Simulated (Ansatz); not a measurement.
# Molecular dynamics of Ba6Ti6H2O19

input.yaml

```yaml
accuracy: low
crystal:
  lattice:
    - [9.792989, 0.0, 0.0]
    - [0.0, 6.953897, 0.0]
    - [0.0, 0.0, 18.264235]
  atoms:
    - { symbol: Ba, position: [0.0, 0.0, 0.0547518] }
    - { symbol: Ti, position: [0.3333333, 0.8461333, 0.0547518] }
    - { symbol: O, position: [0.2514, 0.9863, 0.1308431] }
    - { symbol: O, position: [0.7514, 0.9863, 0.1334435] }
    - { symbol: O, position: [0.4972, 0.9863, 0.0547518] }
    - { symbol: Ba, position: [0.6666667, 0.6666667, 0.0547518] }
    - { symbol: Ti, position: [0.0, 0.5128, 0.0547518] }
    - { symbol: O, position: [0.9180667, 0.6529667, 0.1308431] }
    - { symbol: O, position: [0.4180667, 0.6529667, 0.1334435] }
    - { symbol: O, position: [0.1638667, 0.6529667, 0.0547518] }
    - { symbol: Ba, position: [0.3333333, 0.3333333, 0.0547518] }
    - { symbol: Ti, position: [0.6666667, 0.1794667, 0.0547518] }
    - { symbol: O, position: [0.5847333, 0.3196333, 0.1308431] }
    - { symbol: O, position: [0.0847333, 0.3196333, 0.1334435] }
    - { symbol: O, position: [0.8305333, 0.3196333, 0.0547518] }
    - { symbol: Ba, position: [0.5, 0.0, 0.2095348] }
    - { symbol: Ti, position: [0.8333333, 0.8461333, 0.2095348] }
    - { symbol: O, position: [0.7514, 0.9863, 0.2856261] }
    - { symbol: O, position: [0.2514, 0.9863, 0.2882264] }
    - { symbol: O, position: [0.9972, 0.9863, 0.2095348] }
    - { symbol: Ba, position: [0.1666667, 0.6666667, 0.2095348] }
    - { symbol: Ti, position: [0.5, 0.5128, 0.2095348] }
    - { symbol: O, position: [0.4180667, 0.6529667, 0.2856261] }
    - { symbol: O, position: [0.9180667, 0.6529667, 0.2882264] }
    - { symbol: O, position: [0.6638667, 0.6529667, 0.2095348] }
    - { symbol: Ba, position: [0.8333333, 0.3333333, 0.2095348] }
    - { symbol: Ti, position: [0.1666667, 0.1794667, 0.2095348] }
    - { symbol: O, position: [0.0847333, 0.3196333, 0.2856261] }
    - { symbol: O, position: [0.5847333, 0.3196333, 0.2882264] }
    - { symbol: O, position: [0.3305333, 0.3196333, 0.2095348] }
    - { symbol: O, position: [0.5151435, 1.001102, 0.4793192] }
    - { symbol: H, position: [0.4495536, 0.9027749, 0.4902695] }
    - { symbol: H, position: [0.6019679, 0.9440967, 0.4902695] }
basis:
  ecutwfc: 420.0
kpoints:
  mp_grid: { grid: [1, 2, 1] }
hamiltonian:
  xc: pbesol
scf:
  occupations: { method: fermi_dirac, width: 0.02 }
  lower_state_search: "off"
md:
  timestep: 0.5
  n_steps: 80
  ensemble: nve
  initial_velocities: zero
  seed: 271685
  initial_site_velocities:
    - { site: 30, velocity: [0.0, 0.0, -0.029273] }
    - { site: 31, velocity: [0.0, 0.0, -0.029273] }
    - { site: 32, velocity: [0.0, 0.0, -0.029273] }
  constraints: [{ sites: [0, 1, 4, 5, 6, 9, 10, 11, 14] }]
```

Command:

```bash
$ ansatz run input.yaml --threads 2 --pin off --max-ram 5120MiB --backend cpu --events-out ev --progress --plain --runs-dir out
```

It starts from an unrelaxed structure (largest force component 6.65 eV/Å).

Output, in part (step lines):

```
md step     0: t =     0.00 fs  T =   257.9 K  F+E_penalty+E_count = -60726.81135373 eV  E_kin = 0.799977 eV  conserved = -60726.01137684 eV  (28 SCF iters)
md step     1: t =     0.50 fs  T =   263.2 K  F+E_penalty+E_count = -60726.82787927 eV  E_kin = 0.816473 eV  conserved = -60726.01140589 eV  (13 SCF iters)
md step     2: t =     1.00 fs  T =   278.6 K  F+E_penalty+E_count = -60726.87574814 eV  E_kin = 0.864268 eV  conserved = -60726.01147973 eV  (13 SCF iters)
md step     3: t =     1.50 fs  T =   303.7 K  F+E_penalty+E_count = -60726.95381354 eV  E_kin = 0.942247 eV  conserved = -60726.01156610 eV  (13 SCF iters)
md step     4: t =     2.00 fs  T =   338.2 K  F+E_penalty+E_count = -60727.06072195 eV  E_kin = 1.049089 eV  conserved = -60726.01163262 eV  (14 SCF iters)
md step     5: t =     2.50 fs  T =   381.6 K  F+E_penalty+E_count = -60727.19541272 eV  E_kin = 1.183749 eV  conserved = -60726.01166339 eV  (8 SCF iters)
md step     6: t =     3.00 fs  T =   433.8 K  F+E_penalty+E_count = -60727.35737436 eV  E_kin = 1.345711 eV  conserved = -60726.01166365 eV  (9 SCF iters)
md step     7: t =     3.50 fs  T =   494.8 K  F+E_penalty+E_count = -60727.54656556 eV  E_kin = 1.534910 eV  conserved = -60726.01165571 eV  (7 SCF iters)
[... lines left out ...]
```

The steps, from the saved trajectory:

| time (fs) | T (K) | potential energy less start (eV) | conserved less start (meV/atom) |
| --- | --- | --- | --- |
| 0.0 | 258 | 0.000 | 0.00 |
| 1.0 | 279 | -0.064 | 0.00 |
| 2.0 | 338 | -0.249 | -0.01 |
| 3.0 | 434 | -0.546 | -0.01 |
| 4.0 | 565 | -0.952 | -0.01 |
| 5.0 | 730 | -1.465 | -0.01 |
| 6.0 | 928 | -2.078 | -0.02 |
| 7.0 | 1152 | -2.774 | -0.03 |
| 8.0 | 1398 | -3.539 | -0.03 |
| 9.0 | 1665 | -4.368 | -0.04 |
| 10.0 | 1949 | -5.249 | -0.05 |
| 11.0 | 2242 | -6.157 | -0.06 |
| 12.0 | 2534 | -7.062 | -0.08 |
| 13.0 | 2815 | -7.936 | -0.10 |
| 14.0 | 3077 | -8.750 | -0.11 |
| 15.0 | 3311 | -9.475 | -0.13 |
| 16.0 | 3506 | -10.081 | -0.16 |
| 17.0 | 3652 | -10.534 | -0.17 |
| 18.0 | 3745 | -10.823 | -0.14 |
| 19.0 | 3797 | -10.984 | -0.14 |
| 20.0 | 3814 | -11.036 | -0.14 |
| 21.0 | 3799 | -10.991 | -0.14 |
| 22.0 | 3760 | -10.869 | -0.13 |
| 23.0 | 3705 | -10.699 | -0.12 |
| 24.0 | 3643 | -10.506 | -0.11 |
| 25.0 | 3583 | -10.318 | -0.10 |
| 26.0 | 3534 | -10.167 | -0.08 |
| 27.0 | 3509 | -10.087 | -0.07 |
| 28.0 | 3512 | -10.099 | -0.08 |
| 29.0 | 3540 | -10.186 | -0.10 |
| 30.0 | 3576 | -10.299 | -0.13 |
| 31.0 | 3600 | -10.374 | -0.16 |
| 32.0 | 3592 | -10.350 | -0.18 |
| 33.0 | 3535 | -10.172 | -0.20 |
| 34.0 | 3416 | -9.802 | -0.20 |
| 35.0 | 3233 | -9.235 | -0.18 |
| 36.0 | 2994 | -8.494 | -0.16 |
| 37.0 | 2717 | -7.632 | -0.13 |
| 38.0 | 2417 | -6.702 | -0.10 |
| 39.0 | 2115 | -5.764 | -0.07 |
| 40.0 | 1831 | -4.880 | -0.03 |

The run went to its last step. The conserved energy stayed within 0.2 meV per atom of its start (net change -0.035 meV per atom), so the integration is sound. A run of 0.04 ps of so small a system gives no equilibrium averages. Limits of this set-up: coarse k mesh, thin slab, slab without dipole correction, no dispersion correction for a molecule that may bind weakly, low accuracy level.

Mean squared displacements from the first frame to the last: Ba 0.01 Å², Ti 0.04 Å², O 0.41 Å², H 3.90 Å².

Last frame:

```xyz
33
Lattice="9.7930 0.0000 0.0000 0.0000 6.9539 0.0000 0.0000 0.0000 18.2642" Properties=species:S:1:pos:R:3
Ba 0.000 0.000 1.000
Ti 3.264 5.884 1.000
O 2.226 7.205 1.894
O 7.373 6.784 1.537
O 4.869 6.859 1.000
Ba 6.529 4.636 1.000
Ti 0.000 3.566 1.000
O 8.754 4.887 1.895
O 4.109 4.466 1.537
O 1.605 4.541 1.000
Ba 3.264 2.318 1.000
Ti 6.529 1.248 1.000
O 5.490 2.569 1.894
O 0.844 2.148 1.536
O 8.133 2.223 1.000
Ba 4.897 0.002 3.962
Ti 8.181 5.770 4.103
O 7.152 7.158 5.011
O 2.576 6.691 4.837
O 9.846 6.987 3.091
Ba 1.633 4.636 3.959
Ti 4.912 3.455 4.103
O 3.893 4.849 5.009
O 9.109 4.383 4.836
O 6.584 4.672 3.092
Ba 8.162 2.319 3.960
Ti 1.651 1.138 4.106
O 0.626 2.524 4.992
O 5.859 2.067 4.824
O 3.320 2.353 3.092
O 5.056 6.898 7.644
H 4.325 6.592 7.056
H 5.793 7.077 7.000
```

The run took 17 min on 2 CPU threads of a shared host.
